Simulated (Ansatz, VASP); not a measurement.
One calculation of TiCo, two programs

INCAR

```
SYSTEM = TiCo
  PREC = Accurate
  ENCUT = 600
  EDIFF = 1E-6
  ISMEAR = 0
  SIGMA = 0.1
  LREAL = .FALSE.
  LASPH = .TRUE.
  NELM = 150
  ALGO = Normal
  ISIF = 3
  LWAVE = .FALSE.
  LCHARG = .FALSE.
  ISPIN = 2
  MAGMOM = 0 0.4
  LORBIT = 11
  LMAXMIX = 4
  GGA = PS
  IBRION = 2
  NSW = 100
  EDIFFG = -0.05
```

Contents of KPOINTS:

```
regular mesh
0
G
  6 6 6
  0 0 0
```

File POSCAR:

```
TiCo
1.0
    2.9861109900      0.0000000000      0.0000000000
    0.0000000000      2.9861109900      0.0000000000
    0.0000000000      0.0000000000      2.9861109900
Ti Co
1 1
Direct
    0.0000000000      0.0000000000      0.0000000000
    0.5000000000      0.5000000000      0.5000000000
```

Input for Ansatz:

```yaml
crystal:
  lattice:
    - [2.98611099, 0.0, 0.0]
    - [0.0, 2.98611099, 0.0]
    - [0.0, 0.0, 2.98611099]
  atoms:
    - { symbol: Ti, position: [0.0, 0.0, 0.0] }
    - { symbol: Co, position: [0.5, 0.5, 0.5], spin: 0.4 }
basis:
  ecutwfc: 420
kpoints:
  mp_grid: { grid: [6, 6, 6] }
hamiltonian:
  xc: pbesol
scf:
  occupations: { method: gaussian, width: 0.1 }
output:
  forces: true
  stress: true
  eigenvalues: true
  populations: true
magnetization:
  spin_polarized: true
relax:
  adjacent_minimum: "off"
  f_tol: 0.05
  max_steps: 80
  cell: { stress_tol: 0.5 }
```

The cell comes from a database or a generator and needn't be the stable form of this composition.

Alike in both runs: task relaxation of cell and atoms; functional PBEsol; k mesh 6 × 6 × 6; occupations gaussian, width 0.1 eV; collinear spin.

```csv
,VASP,Ansatz
version,VASP 6.6.1,Ansatz 0.2.0
potentials or method,"VASP PAW PBE potentials, release 64 (Ti_sv, Co)","scalar-relativistic, plane waves, PAW"
plane-wave cutoff (eV),600,420
valence electrons in the cell,21,29
```

VASP gave:

* gap on the k mesh at the Fermi level, each at its own relaxed structure (eV): none
* net moment per atom (μB): 0.00
* size of the moment on the site where the two differ most (μB): 0.00
* relaxed volume (Å³/atom): 12.62
* relaxed cell length with the largest relative difference (Å): 2.933
* energy change over the relaxation (meV/atom): -21

Q: What did Ansatz give for the same quantities?

A: gap on the k mesh at the Fermi level, each at its own relaxed structure (eV): none; net moment per atom (μB): 0.09; size of the moment on the site where the two differ most (μB): 0.25; relaxed volume (Å³/atom): 12.63; relaxed cell length with the largest relative difference (Å): 2.934; energy change over the relaxation (meV/atom): -20.

Site moments also hang on the region over which each program counts them. A gap of «none» marks a metal or a gap that the smearing closes. The two sets of potentials don't hold the same shells in valence.

Caveats: the PAW data sets were made with another functional, which shifts forces and pressure a little (VASP).
